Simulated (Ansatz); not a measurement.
Born–Oppenheimer molecular dynamics of a periodic cell of 36 atoms, Tc (start crystal Tc, start structure hcp, volume 1 times the crystal's). It starts from a structure without forces on its atoms.

Level of theory: DFT PBEsol, scalar-relativistic, plane waves, PAW (Ansatz). Settings: accuracy low, cutoff 600 eV, k mesh 2x2x1, fermi-dirac smearing 0.24 eV, no spin polarisation.

```json
{
  "ensemble": "NVT, Langevin thermostat",
  "time step": "2.25 fs",
  "steps asked": "170",
  "set temperature": "2800 K",
  "friction": "0.02 /fs",
  "seed": "199651"
}
```

Frames 11.25 fs apart, positions in Å.

Velocities at 247.5 fs (Å/ps):

```
Tc 2.86 3.35 2.86
Tc 0.16 7.74 -5.70
Tc 6.28 -5.43 -3.35
Tc 1.00 -5.08 8.54
Tc -3.96 -5.67 1.72
Tc 0.22 0.83 -1.63
Tc 1.86 -0.75 2.85
Tc -3.35 -1.00 -0.03
Tc 0.42 -8.37 7.49
Tc 7.58 1.88 -1.60
Tc -7.43 0.11 -0.23
Tc 2.25 15.34 -3.72
Tc 4.04 -10.66 0.47
Tc -0.31 2.80 0.82
Tc -2.93 3.40 -0.49
Tc 3.48 4.97 0.03
Tc -3.52 -2.08 3.65
Tc -2.21 -3.35 -0.34
Tc 2.94 -6.42 -0.67
Tc -2.68 -0.30 -0.27
Tc 5.88 1.05 -2.93
Tc -3.76 1.38 -5.16
Tc 10.18 0.93 -1.42
Tc -3.08 1.81 -2.41
Tc 1.35 -2.62 9.42
Tc 1.21 -7.63 1.64
Tc -2.94 -6.65 -0.55
Tc -6.30 3.70 -0.26
Tc -2.27 -6.73 14.06
Tc 0.87 -2.32 9.22
Tc -4.75 6.71 7.69
Tc 6.74 6.43 1.45
Tc -0.72 4.04 1.54
Tc 9.57 11.14 10.53
Tc -2.08 -0.76 -6.06
Tc -1.16 -0.46 -0.30
```

```xyz
36
Lattice="8.2200 0.0000 0.0000 -4.1100 7.1187 0.0000 0.0000 0.0000 8.7899" Properties=species:S:1:pos:R:3 time_fs=247.5 energy_less_start_eV=13.196 T=2835
Tc -0.306 -0.156 -0.240
Tc -0.056 1.658 2.267
Tc 0.449 -0.139 4.099
Tc -0.105 1.448 6.291
Tc -1.512 1.851 0.101
Tc -1.526 3.814 2.454
Tc -1.140 1.761 4.408
Tc -1.473 3.578 6.339
Tc -2.890 4.452 -0.119
Tc -2.794 6.100 1.612
Tc -2.598 4.638 4.548
Tc -2.336 6.192 6.372
Tc 2.914 -0.454 -0.338
Tc 2.715 1.152 2.256
Tc 3.116 -0.230 4.531
Tc 2.881 1.704 6.689
Tc 1.188 1.967 0.205
Tc 1.343 3.873 2.481
Tc 1.581 1.954 4.483
Tc 1.359 3.735 6.648
Tc -0.554 4.013 -0.006
Tc -0.244 6.223 2.017
Tc 0.067 4.623 4.466
Tc 0.225 5.870 6.690
Tc 5.235 -0.154 -0.088
Tc 5.365 1.626 2.100
Tc 5.685 -0.288 3.916
Tc 5.477 1.538 6.504
Tc 3.882 2.018 0.260
Tc 4.230 3.836 2.126
Tc 4.092 2.210 4.364
Tc 3.997 3.936 6.697
Tc 2.032 4.287 0.323
Tc 2.606 6.201 2.028
Tc 3.132 4.637 4.425
Tc 3.087 6.175 6.120
36
Lattice="8.2200 0.0000 0.0000 -4.1100 7.1187 0.0000 0.0000 0.0000 8.7899" Properties=species:S:1:pos:R:3 time_fs=258.75 energy_less_start_eV=13.750 T=2765
Tc -0.231 -0.131 -0.221
Tc -0.076 1.715 2.223
Tc 0.504 -0.207 4.077
Tc -0.085 1.417 6.388
Tc -1.552 1.810 0.064
Tc -1.517 3.812 2.437
Tc -1.141 1.779 4.430
Tc -1.513 3.581 6.354
Tc -2.925 4.360 -0.012
Tc -2.712 6.127 1.611
Tc -2.655 4.644 4.496
Tc -2.303 6.355 6.310
Tc 2.924 -0.541 -0.348
Tc 2.686 1.170 2.210
Tc 3.089 -0.209 4.523
Tc 2.898 1.746 6.695
Tc 1.157 1.924 0.211
Tc 1.321 3.841 2.489
Tc 1.550 1.881 4.473
Tc 1.336 3.728 6.682
Tc -0.486 4.036 -0.029
Tc -0.251 6.209 1.975
Tc 0.186 4.636 4.482
Tc 0.161 5.892 6.667
Tc 5.272 -0.148 -0.017
Tc 5.369 1.543 2.136
Tc 5.617 -0.372 3.894
Tc 5.419 1.586 6.514
Tc 3.828 1.978 0.391
Tc 4.193 3.788 2.211
Tc 4.033 2.262 4.440
Tc 4.068 3.995 6.716
Tc 2.031 4.341 0.357
Tc 2.670 6.306 2.124
Tc 3.086 4.662 4.345
Tc 3.041 6.172 6.132
36
Lattice="8.2200 0.0000 0.0000 -4.1100 7.1187 0.0000 0.0000 0.0000 8.7899" Properties=species:S:1:pos:R:3 time_fs=270 energy_less_start_eV=13.032 T=2919
Tc -0.140 -0.134 -0.233
Tc -0.096 1.716 2.211
Tc 0.545 -0.258 4.055
Tc -0.052 1.423 6.527
Tc -1.596 1.805 -0.015
Tc -1.518 3.808 2.447
Tc -1.214 1.834 4.402
Tc -1.551 3.613 6.382
Tc -2.978 4.262 0.075
Tc -2.686 6.185 1.601
Tc -2.670 4.654 4.391
Tc -2.308 6.436 6.268
Tc 2.904 -0.596 -0.349
Tc 2.650 1.164 2.141
Tc 3.073 -0.159 4.483
Tc 2.908 1.744 6.668
Tc 1.210 1.904 0.122
Tc 1.294 3.781 2.506
Tc 1.505 1.889 4.435
Tc 1.361 3.683 6.745
Tc -0.418 4.053 -0.030
Tc -0.210 6.114 1.967
Tc 0.299 4.640 4.531
Tc 0.133 5.894 6.628
Tc 5.325 -0.115 0.039
Tc 5.323 1.456 2.221
Tc 5.515 -0.387 3.879
Tc 5.367 1.591 6.542
Tc 3.767 1.962 0.414
Tc 4.062 3.755 2.279
Tc 3.999 2.258 4.477
Tc 4.097 4.050 6.758
Tc 2.052 4.399 0.421
Tc 2.743 6.315 2.202
Tc 3.007 4.658 4.252
Tc 2.936 6.173 6.142
36
Lattice="8.2200 0.0000 0.0000 -4.1100 7.1187 0.0000 0.0000 0.0000 8.7899" Properties=species:S:1:pos:R:3 time_fs=281.25 energy_less_start_eV=13.234 T=3227
Tc -0.060 -0.174 -0.250
Tc -0.092 1.695 2.187
Tc 0.556 -0.324 3.994
Tc -0.007 1.440 6.664
Tc -1.644 1.849 -0.078
Tc -1.498 3.769 2.452
Tc -1.295 1.853 4.424
Tc -1.596 3.675 6.401
Tc -2.989 4.201 0.134
Tc -2.696 6.274 1.616
Tc -2.687 4.676 4.282
Tc -2.321 6.471 6.228
Tc 2.868 -0.619 -0.340
Tc 2.617 1.157 2.086
Tc 3.084 -0.144 4.422
Tc 2.861 1.736 6.625
Tc 1.301 1.885 -0.004
Tc 1.235 3.762 2.492
Tc 1.470 1.954 4.395
Tc 1.393 3.597 6.783
Tc -0.369 4.065 -0.032
Tc -0.140 5.996 1.915
Tc 0.381 4.665 4.556
Tc 0.145 5.891 6.554
Tc 5.393 -0.077 0.038
Tc 5.251 1.397 2.280
Tc 5.382 -0.369 3.895
Tc 5.291 1.532 6.585
Tc 3.721 1.954 0.404
Tc 3.912 3.754 2.336
Tc 4.006 2.198 4.489
Tc 4.104 4.043 6.826
Tc 2.092 4.516 0.446
Tc 2.826 6.266 2.235
Tc 2.926 4.632 4.241
Tc 2.805 6.201 6.169
36
Lattice="8.2200 0.0000 0.0000 -4.1100 7.1187 0.0000 0.0000 0.0000 8.7899" Properties=species:S:1:pos:R:3 time_fs=292.5 energy_less_start_eV=14.110 T=2817
Tc 0.000 -0.225 -0.269
Tc -0.145 1.659 2.149
Tc 0.576 -0.359 3.917
Tc 0.054 1.439 6.797
Tc -1.709 1.896 -0.110
Tc -1.503 3.684 2.465
Tc -1.361 1.849 4.449
Tc -1.623 3.753 6.420
Tc -3.030 4.188 0.192
Tc -2.746 6.285 1.630
Tc -2.665 4.668 4.161
Tc -2.376 6.503 6.227
Tc 2.869 -0.621 -0.319
Tc 2.519 1.144 2.083
Tc 3.099 -0.134 4.322
Tc 2.782 1.726 6.630
Tc 1.359 1.838 -0.135
Tc 1.281 3.765 2.445
Tc 1.422 2.058 4.349
Tc 1.440 3.560 6.790
Tc -0.331 4.050 -0.024
Tc -0.084 5.908 1.848
Tc 0.434 4.630 4.592
Tc 0.177 5.914 6.490
Tc 5.432 -0.030 -0.002
Tc 5.156 1.315 2.288
Tc 5.335 -0.342 3.970
Tc 5.202 1.466 6.619
Tc 3.726 1.962 0.295
Tc 3.820 3.773 2.404
Tc 4.046 2.172 4.503
Tc 4.090 4.004 6.857
Tc 2.181 4.653 0.440
Tc 2.921 6.236 2.249
Tc 2.842 4.623 4.324
Tc 2.697 6.235 6.208
36
Lattice="8.2200 0.0000 0.0000 -4.1100 7.1187 0.0000 0.0000 0.0000 8.7899" Properties=species:S:1:pos:R:3 time_fs=303.75 energy_less_start_eV=14.607 T=2504
Tc -0.010 -0.298 -0.266
Tc -0.198 1.660 2.097
Tc 0.602 -0.364 3.873
Tc 0.079 1.429 6.865
Tc -1.739 1.933 -0.110
Tc -1.520 3.644 2.425
Tc -1.434 1.814 4.490
Tc -1.611 3.780 6.418
Tc -3.064 4.170 0.208
Tc -2.740 6.303 1.620
Tc -2.670 4.615 4.061
Tc -2.424 6.520 6.204
Tc 2.870 -0.599 -0.321
Tc 2.487 1.156 2.103
Tc 3.120 -0.129 4.198
Tc 2.771 1.707 6.638
Tc 1.419 1.785 -0.206
Tc 1.343 3.793 2.351
Tc 1.393 2.183 4.346
Tc 1.468 3.572 6.779
Tc -0.285 4.072 -0.010
Tc -0.011 5.864 1.804
Tc 0.442 4.561 4.605
Tc 0.233 5.968 6.466
Tc 5.418 -0.053 -0.021
Tc 5.105 1.278 2.250
Tc 5.381 -0.279 4.100
Tc 5.154 1.444 6.641
Tc 3.740 1.944 0.164
Tc 3.784 3.729 2.440
Tc 4.069 2.156 4.485
Tc 4.040 4.018 6.806
Tc 2.267 4.755 0.413
Tc 2.950 6.227 2.276
Tc 2.824 4.622 4.453
Tc 2.593 6.272 6.267
```

Of the whole run (382 fs, mean temperature of the second half 2832 K): A run of 0.38 ps of so small a system gives no equilibrium averages. Limits of this set-up: coarse k mesh, low accuracy level.

The run took 28 min on 4 threads of Intel(R) Xeon(R) 6975P-C (Granite Rapids) (shared host), peak memory 6.1 GiB.
